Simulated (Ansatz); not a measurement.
Runs of Ansatz 0.2.0 on TaN. Symmetry: P-6m2, No. 187, hexagonal system. The conventional cell has a = 2.938 Å, b = 2.938 Å, c = 2.883 Å, α = 90.00°, β = 90.00°, γ = 120.00°. Ta (site symmetry -6m2) is surrounded by 6 N at 2.23 Å. Around N (site symmetry -6m2) lie 6 Ta at 2.23 Å. 

| task | level | potentials or basis | spin | U | cell | k mesh | gap on the mesh (eV) | pressure (GPa) |
| --- | --- | --- | --- | --- | --- | --- | --- | --- |
| band structure | PBEsol | all-electron LAPW, relativistic spinors | SOC, no magnetisation | - | as given | 8 × 8 × 7 | - | -5.1 |
| density of states | PBEsol | all-electron LAPW, scalar-relativistic | off | - | as given | 10 × 10 × 9 | none | -4.8 |
| band structure | PBEsol | all-electron LAPW, scalar-relativistic | off | - | as given | 8 × 8 × 7 | - | -4.8 |
| band structure | PBEsol | all-electron LAPW, scalar-relativistic | off | - | strain_z_fixed_volume = 0 | 10 × 10 × 9 | - | -4.8 |
| density of states | PBEsol+U | all-electron LAPW, scalar-relativistic | off | Ta d U = 8 eV | as given | 10 × 10 × 9 | none | (a) |

Alike in all rows: cutoff (eV) 350; smearing fermi-dirac 0.05 eV; basis error allowed 0.001 eV/atom.

**Question.** Estimate the missing entries.

**Answer.** (a) 4.2.

Caveats: the k mesh is thin for a metal, which can move the energy by tens of meV per atom (some runs); spin-orbit coupling is left out, which moves the levels of the heavy elements (some runs); U is the effective U less J, on atomic orbitals that reach past the spheres (some runs); U without spin polarisation on a metal has little footing (some runs).

A k mesh can miss the band edges, and rows without SOC leave out spin-orbit coupling on Ta.

A gap of «none» marks a metal or a gap under the smearing width.
